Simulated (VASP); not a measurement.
# GaN in VASP 6.6.1, single-point calculation

INCAR

```
NELMIN = 8
GGA = PE
NBANDS = 16
LCHARG = .FALSE.
LWAVE = .FALSE.
EDIFF = 1E-7
ENCUT = 520
PREC = Accurate
LREAL = .FALSE.
IBRION = -1
ISMEAR = -1
NSW = 0
SIGMA = 0.02
NELM = 120
LASPH = .TRUE.
ISIF = 2
```

KPOINTS

```
KPOINTS created by Atomic Simulation Environment
0
Gamma
10 10 10
0 0 0
```

POSCAR

```
Ga N
 1.0000000000000000
     0.0000000000000000    2.1085152350000000    2.0745681397000002
     2.1085152350000000    0.0000000000000000    2.0745681397000002
     2.1085152350000000    2.1085152350000000    0.0000000000000000
 Ga  N
   1   1
Cartesian
  0.0000000000000000  0.0000000000000000  0.0000000000000000
  2.1085152350000000  2.1085152350000000  2.0745681397000006
```

The recommended PBE PAW datasets give the neutral cell 18 valence electrons.

Command

```
mpirun -np 1 vasp_std
```

OSZICAR

```
N       E                     dE             d eps       ncg     rms          rms(c)
DAV:   1     0.721012973291E+02    0.72101E+02   -0.92803E+03  3824   0.216E+03
DAV:   2    -0.887353741123E+01   -0.80975E+02   -0.76125E+02  3856   0.319E+02
DAV:   3    -0.129801031909E+02   -0.41066E+01   -0.40940E+01  3712   0.622E+01
DAV:   4    -0.130147010759E+02   -0.34598E-01   -0.34595E-01  4144   0.596E+00
DAV:   5    -0.130150979844E+02   -0.39691E-03   -0.39691E-03  3832   0.588E-01    0.742E+00
DAV:   6    -0.111838138058E+02    0.18313E+01   -0.43063E+00  4760   0.407E+01    0.239E+00
DAV:   7    -0.111763498220E+02    0.74640E-02   -0.23905E-01  3896   0.519E+00    0.158E+00
DAV:   8    -0.111634441555E+02    0.12906E-01   -0.29564E-02  3624   0.220E+00    0.499E-01
DAV:   9    -0.111617010541E+02    0.17431E-02   -0.65884E-03  4096   0.202E+00    0.111E-01
DAV:  10    -0.111616892964E+02    0.11758E-04   -0.55784E-04  3912   0.298E-01    0.152E-02
DAV:  11    -0.111616853897E+02    0.39067E-05   -0.42525E-05  4024   0.693E-02    0.118E-02
DAV:  12    -0.111616872405E+02   -0.18508E-05   -0.23054E-06  4024   0.281E-02    0.307E-03
DAV:  13    -0.111616871946E+02    0.45836E-07   -0.20783E-07  3624   0.430E-03
   1 F= -.11161687E+02 E0= -.11161687E+02  d E =-.557857E-09
```

From OUTCAR

```
k-points           NKPTS =    102   k-points in BZ     NKDIM =    102   number of bands    NBANDS=     16

   NELECT =      18.0000    total number of electrons

   dimension x,y,z NGX =    24 NGY =   24 NGZ =   24
   dimension x,y,z NGXF=    48 NGYF=   48 NGZF=   48

  energy-cutoff  :      520.00
  volume of cell :       18.45
      direct lattice vectors                 reciprocal lattice vectors
     0.000000000  2.108515235  2.074568140    -0.237133691  0.237133691  0.241014017
     2.108515235  0.000000000  2.074568140     0.237133691 -0.237133691  0.241014017
     2.108515235  2.108515235  0.000000000     0.237133691  0.237133691 -0.241014017

 k-points in reciprocal lattice and weights: KPOINTS created by Atomic Simulation Env
   0.00000000  0.00000000  0.00000000       0.001
   0.10000000 -0.00000000  0.00000000       0.008
   0.20000000 -0.00000000  0.00000000       0.008
   0.30000000  0.00000000  0.00000000       0.008
   0.40000000  0.00000000  0.00000000       0.008
   0.50000000 -0.00000000  0.00000000       0.004
   0.10000000  0.10000000  0.00000000       0.002
   0.20000000  0.10000000  0.00000000       0.008
   ...

 E-fermi :   8.5265

 k-point     1 :       0.0000    0.0000    0.0000
  band No.  band energies     occupation
      1      -9.3490      2.00000
      2      -5.7946      2.00000
      3      -5.7946      2.00000
      4      -5.7857      2.00000
      5      -5.7036      2.00000
      6      -5.6791      2.00000
      7       7.5502      2.00000
      8       7.7020      2.00000
      9       7.7020      2.00000
     10      10.6962      0.00000
     11      23.0096      0.00000
     12      23.0096      0.00000
     13      23.1380      0.00000
     14      24.1161      0.00000
     15      24.1161      0.00000
     16      24.3642      0.00000

 k-point     2 :       0.1000   -0.0000    0.0000
  band No.  band energies     occupation
      1      -9.1496      2.00000
      2      -5.8008      2.00000
      3      -5.7853      2.00000
      4      -5.7778      2.00000
      5      -5.7149      2.00000
      6      -5.6948      2.00000
      7       6.4848      2.00000
      8       7.6386      2.00000
      9       7.7178      2.00000
     10      11.6300      0.00000
     11      20.6061      0.00000
     12      22.1495      0.00000
     13      22.4642      0.00000
     14      24.1055      0.00000
     15      24.2877      0.00000
     16      24.5853      0.00000

 k-point     3 :       0.2000   -0.0000    0.0000
  band No.  band energies     occupation
      1      -8.5714      2.00000
      2      -5.8237      2.00000
      3      -5.8157      2.00000
      4      -5.8005      2.00000
      5      -5.6891      2.00000
      6      -5.6854      2.00000
      7       4.4348      2.00000
      8       7.7305      2.00000
      9       7.7686      2.00000
     10      12.8864      0.00000
     11      18.5545      0.00000
     12      20.3401      0.00000
     13      20.7456      0.00000
     14      23.9267      0.00000
     15      25.4028      0.00000
     16      25.4611      0.00000

 ...

  Total        1.3965526      1.3965526      1.8294677      0.0000000      0.0000000      0.0000000
  in kB      121.2988524    121.2988524    158.9000936      0.0000000      0.0000000      0.0000000
  external PRESSURE =     133.8325995 kB  Pullay stress =       0.0000000 kB

 POSITION                                       TOTAL-FORCE (eV/Angst)
 -----------------------------------------------------------------------------------
      0.00000      0.00000      0.00000        -0.000000      0.000000      0.000000
      2.10852      2.10852      2.07457         0.000000     -0.000000     -0.000000
 -----------------------------------------------------------------------------------
    total drift:                                0.000000     -0.000000     -0.000000

  FREE ENERGIE OF THE ION-ELECTRON SYSTEM (eV)
  ---------------------------------------------------
  free  energy   TOTEN  =       -11.1616871946 eV

  energy  without entropy=      -11.1616871941  energy(sigma->0) =      -11.16168719
```

It converged. Results: gap between bands v and c on the k mesh 0.64 eV; least direct gap on the k mesh 2.99 eV; pressure 13.4 GPa. Band v is the last that the valence electrons fill when counted band by band, and c is the next.

For comparison, a separate PBE run of the intended cell, on usual settings and not on those above, gives a gap of 0.64 eV on its mesh and a pressure of 13.4 GPa.

The run above took about 10 s on one core of a shared host (Intel Xeon 6975P-C) and held 0.15 GiB at most.
